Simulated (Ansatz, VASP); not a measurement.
# One calculation of Au, two programs

File INCAR:

```
  PREC = Accurate
  ENCUT = 520
  EDIFF = 1E-6
  ISMEAR = 0
  SIGMA = 0.15
  LREAL = False
  LASPH = True
  NELM = 100
  ALGO = Fast
  ISIF = 2
  LWAVE = False
  LCHARG = False
  GGA = PS
  NBANDS = 12
```

Contents of KPOINTS:

```
regular mesh
0
Gamma
  20 20 20
```

POSCAR

```
Au
1.0
   -1.5246874800      1.5246874800      1.5246874800
    1.5246874800     -1.5246874800      1.5246874800
    1.5246874800      1.5246874800     -1.5246874800
Au
1
Direct
    0.0000000000      0.0000000000      0.0000000000
```

Input for Ansatz:

```yaml
crystal:
  lattice:
    - [-1.52468748, 1.52468748, 1.52468748]
    - [1.52468748, -1.52468748, 1.52468748]
    - [1.52468748, 1.52468748, -1.52468748]
  atoms:
    - { symbol: Au, position: [0.0, 0.0, 0.0] }
basis:
  ecutwfc: 420
kpoints:
  mp_grid: { grid: [20, 20, 20] }
hamiltonian:
  xc: pbesol
scf:
  occupations: { method: gaussian, width: 0.15 }
output:
  forces: true
  stress: true
  eigenvalues: true
```

Change from the starting cell: strain -0.080 along x and y, -0.080 along z, atoms carried along.

Alike in both runs: task single point; functional PBEsol; k mesh 20 × 20 × 20; occupations gaussian, width 0.15 eV; no spin polarisation.

|  | VASP | Ansatz |
| --- | --- | --- |
| version | VASP 6.6.1 | Ansatz 0.2.0 |
| potentials or method | VASP PAW PBE potentials, release 64 (Au) | scalar-relativistic, plane waves, PAW |
| plane-wave cutoff (eV) | 520 | 420 |
| valence electrons in the cell | 11 | 19 |

VASP gave:

- gap on the k mesh at the Fermi level (eV): none
- pressure (GPa): 53.6

**Question.** Estimate Ansatz's values.

**Answer.** gap on the k mesh at the Fermi level (eV): none; pressure (GPa): 54.0.

A gap of «none» marks a metal or a gap that the smearing closes. The two sets of potentials don't hold the same shells in valence.

Caveats: so large a pressure means that the cell lies far from this level's equilibrium, or that cutoff or potentials fall short (VASP); the potentials were made for another functional, which shifts forces and pressure (VASP). Spin-orbit coupling is left out, which matters for the levels of Au.
